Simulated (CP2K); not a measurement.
The system is C.

```xyz
4
Lattice="8.4041 0.0000 0.0000 8.0422 2.4397 0.0000 8.0422 1.1930 2.1281" Properties=species:S:1:pos:R:3 pbc="T T T"
C     2.1347    0.3167    0.1855
C    18.4607    2.7385    1.6043
C     6.0279    0.8942    0.5238
C    22.3538    3.3160    1.9426
```

This isn't the form of C at room conditions, which is graphite.

Base run:

* Program: CP2K 2026.2
* Functional: HLE16
* Potentials or basis: POTENTIAL_UZH C GTH-PBE-q4; TZVP-MOLOPT-PBE-GTH basis
* Density cutoff: 9184 eV
* k mesh: 12 × 12 × 12
* Occupations: fermi-dirac, width 0.05 eV
* Spin: no spin polarisation

Its results: band gap on the k mesh 0.12 eV, direct; pressure -37.4 GPa; largest force 0.036 eV/Å.

Q: The run is repeated on the same cell with these changes: functional from HLE16 to M06-L. What comes out?

A: Band gap on the k mesh 0.18 eV, direct; pressure -1.8 GPa; largest force 0.005 eV/Å.

Caveats: the potentials were made for another functional, which shifts forces and pressure; the basis of atomic orbitals isn't converged, which shifts pressures, moduli and gaps; the potentials were made for a functional far from this one (some runs); the cell as given lies far from equilibrium (some runs).

A k mesh can miss the band edges.
